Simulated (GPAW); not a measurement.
Runs of GPAW 26.7.0 on InSe. Symmetry: P-6m2, No. 187, hexagonal system. Conventional cell: a = 4.047 Å, b = 4.047 Å, c = 18.052 Å, α = 90.00°, β = 90.00°, γ = 120.00°. In (site symmetry 3m) has 3 Se at 2.65 Å and 1 In at 2.79 Å as nearest neighbours. Around In (site symmetry 3m) lie 3 Se at 2.65 Å and 1 In at 2.79 Å. Se (site symmetry 3m) is surrounded by 3 In at 2.65 Å. Se (site symmetry 3m) has 3 In at 2.65 Å as nearest neighbours. Measurements of this composition are mostly on another form, of space group No. 160.

```tsv
task	level	potentials or basis	k mesh	cutoff (eV)	maxiter	convergence	band path	band points	gap on the mesh (eV)	pressure (GPa)	V0 of scaled cells (Å³/atom)	B0 (GPa)	largest force (eV/Å)
single point	LDA	the program's PAW data sets (release 1.2.1) made for this functional, pw	6 × 6 × 1	450	120	default	-	-	0.49	(b)	-	-	0.17
equation of state	LDA	the program's PAW data sets (release 1.2.1) made for this functional, pw	5 × 5 × 1	600	150	-	-	-	-	-	30.34	51	-
band structure	LDA	the program's PAW data sets (release 1.2.1) made for this functional, pw	5 × 5 × 1	600	150	-	GMKGALHA,LM,KH	60	0.49	-2.4	-	-	0.18
band structure	PBEsol	PAW data sets generated in the run's folder for this functional, pw	5 × 5 × 1	600	150	-	GMKGALHA,LM,KH	60	0.63	-0.9	-	-	0.08
single point	PBEsol	PAW data sets generated in the run's folder for this functional, pw	8 × 8 × 2	600	150	-	-	-	0.63	-1.0	-	-	0.08
band structure	r2SCAN	GPAW PAW data sets (gpaw-data 1.2.1), pw	5 × 5 × 1	600	150	-	GMKGALHA,LM,KH	60	1.12	-0.2	-	-	0.03
equation of state	PBEsol	PAW data sets generated in the run's folder for this functional, pw	5 × 5 × 1	600	150	-	-	-	-	-	31.36	(a)	-
```

Alike in all rows: no spin polarisation; cell as given; smearing fermi-dirac 0.05 eV.

Q: Estimate the missing entries.

A: (a) 47; (b) -3.4.

Caveats: spin-orbit coupling is left out, which moves the levels of the heavy elements (some runs); this functional lacks dispersion, which binds the layers, so the pressure and a relaxed spacing across them are unreliable (some runs); the cell was scaled at fixed shape and fractional positions, which overstates the stiffness of a crystal with free parameters, most of all of layers and chains (some runs); the cutoff is short for stress and forces, so pressures can be off by a GPa or more (some runs); an odd mesh through Γ misses points on the zone boundary, where band edges often lie (some runs); the PAW data sets were made with another functional, which shifts forces and pressure a little (some runs).

A k mesh can miss the band edges, and the runs leave out spin-orbit coupling on In, Se.

Not every run made on this cell is shown here.
